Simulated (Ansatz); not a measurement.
An elastic constant from a strain scan in TiC

Level of theory: DFT PBE, scalar-relativistic, plane waves, PAW in Ansatz. Cutoff 420 eV, Γ-centred 18×18×18 k-points, Gaussian smearing of 0.15 eV. No spin polarisation. Energies are free energies at this smearing, counted from the undisturbed cell; pressure is positive in compression.

Zero of the scan (as given, not relaxed at this level; it stands at 0.9 GPa):

```
Ti C
1.0
     0.00000    2.16400    2.16400
     2.16400    0.00000    2.16400
     2.16400    2.16400    0.00000
Ti C
1 1
Direct
  0.00000 0.00000 0.00000
  0.50000 0.50000 0.50000
```

The cell is strained by ε times the Voigt pattern (1, -1, 0, 0, 0, 0) (xx, yy, zz, yz, xz, xy; engineering shear) with fractional coordinates fixed. The cell holds 2 atoms in V0 = 20.27 Å³. The stress column is τ = (1/V0) dE/dε, got from the stress tensor σ (compression positive) at each point as −det(1 + εP) σ : P(1 + εP)⁻¹, with P the pattern as a tensor.

| ε | ΔE (meV/atom) | τ (GPa) |
| --- | --- | --- |
| -0.0350 | 31.153 | -28.620 |
| -0.0300 | 22.788 | -24.314 |
| -0.0250 | 15.767 | -20.110 |
| -0.0200 | 10.061 | -15.991 |
| -0.0150 | 5.644 | -11.940 |
| -0.0100 | 2.505 | -7.936 |
| -0.0050 | 0.625 | -3.962 |
| 0.0000 | 0.000 | 0.000 |
| 0.0050 | 0.625 | 3.962 |
| 0.0100 | 2.505 | 7.936 |
| 0.0150 | 5.644 | 11.940 |
| 0.0200 | 10.061 | 15.991 |
| 0.0250 | 15.767 | 20.110 |
| 0.0300 | 22.788 | 24.314 |
| 0.0350 | 31.153 | 28.620 |
| 0.0400 | ? | ? |

Question: Which combination of elastic constants does this scan measure, and how large is it?

Answer: For small ε, τ = τ0 + Kε with K = pᵀCp, which for this pattern is 2(C11 − C12) in the cubic axes. The parabola through τ at ε = -0.0050, 0 and 0.0050 has slope K = 792 GPa at zero. The energies per cell, E = NΔE, of the same two points give K = 2[E(ε₊)/ε₊ − E(ε₋)/ε₋]/[(ε₊ − ε₋)V0] = 790 GPa, in agreement.

Question: Predict the withheld row at ε = 0.0400 from the harmonic law, and compare.

Answer: ΔE = V0(τ0 ε + Kε²/2)/N = 40.092 meV/atom and τ = 31.69 GPa. The calculation gives 40.902 meV/atom and 33.04 GPa, a miss of 2.0 % of the harmonic energy, so the harmonic law still holds here.

In a metal these slopes depend on the k mesh and the smearing.